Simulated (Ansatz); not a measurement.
# Hf3N4: Quadrupolar parameters

The cell is an entry of the Crystallography Open Database (COD) whose atoms were relaxed with PBE, the cell held.

Space group I-43d (No. 220); a = 6.7010 Å.

```csv
site,Wyckoff,site symmetry,x,y,z
Hf,12a,-4..,0.3750,0.0000,0.2500
N,16c,.3.,0.0678,0.0678,0.0678
```

One atom of each set is listed; the run and its k-mesh use a cell of 14 atoms with edges of 5.80, 5.80, 5.80 Å.

Computed with Ansatz: DFT, PBE, plane waves and PAW, scalar-relativistic, 420 eV cutoff, Γ-centred 6×6×6 k-points, Fermi–Dirac smearing 0.02 eV.

V_zz is the principal component of the electric field gradient with the largest magnitude, η = (V_xx − V_yy)/V_zz and C_Q = eQV_zz/h.

Hf-177: I = 7/2, Q = 3365 mb; N-14: I = 1, Q = 20.44 mb. Quadrupole moments are those of Pyykkö's year-2017 table.

```csv
site,atoms,first shell,V_zz (10²¹ V/m²),η,C_Q (MHz)
Hf,6,8 N at 2.21–2.44 Å,26.2,0.00,2129
N,8,6 Hf at 2.21–2.44 Å,0.78,0.00,0.387
```

An axis of threefold or higher order runs through Hf and N, so V_zz lies along it and η is zero.

Without spin–orbit coupling the gradients at and beside Hf can be off by some per cent, at some sites by more.

The relaxation (4 steps) took 43 s of wall time (2.7 min of CPU time) and 0.93 GiB at its peak, on 4 threads of Arm Neoverse V1 (aarch64; 8 cores open to the job, memory cap 8.0 GiB, no GPU), a shared host with a load of 0.6 a core.
